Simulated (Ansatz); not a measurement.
# ZnS: how the free axis answers a strain

ZnS, F-43m, a = 5.442 Å. The compound has several low-lying forms, and this is one of them. Ansatz: PBE, PAW, 420 eV, Γ-centred 8×8×6 mesh on 4 atoms, Gaussian smearing 0.02 eV; no spin polarisation. Series: uniaxial strain along c, with a, b and atoms relaxed; x is the strain in per cent. The axes a, b, c are those of the computed cell (3.848, 3.848, 5.442 Å), along [1 1 0], [-1 1 0], [0 0 1] of the cell named above. y is the change of a in per cent of 3.848 Å.

```tsv
x (%)	y (%)
-3.0	1.16
-2.0	0.78
-1.0	?
0.0	0.00
1.0	-0.33
2.0	-0.68
3.0	-1.03
```

Fit y = c1 x + c2 x² to the other rows, say what c1 measures, and predict the missing y.

Least squares on the rows shown. y = −0.3640 x + 0.008226 x². So −c1 = 0.364 is Poisson's ratio for this pair of axes. At x = -1.0 the fit asked for gives 0.37 %. The run gave 0.40 %, so the fit is 0.03 % too low, within twice the rms miss on the fitted rows (0.02 %).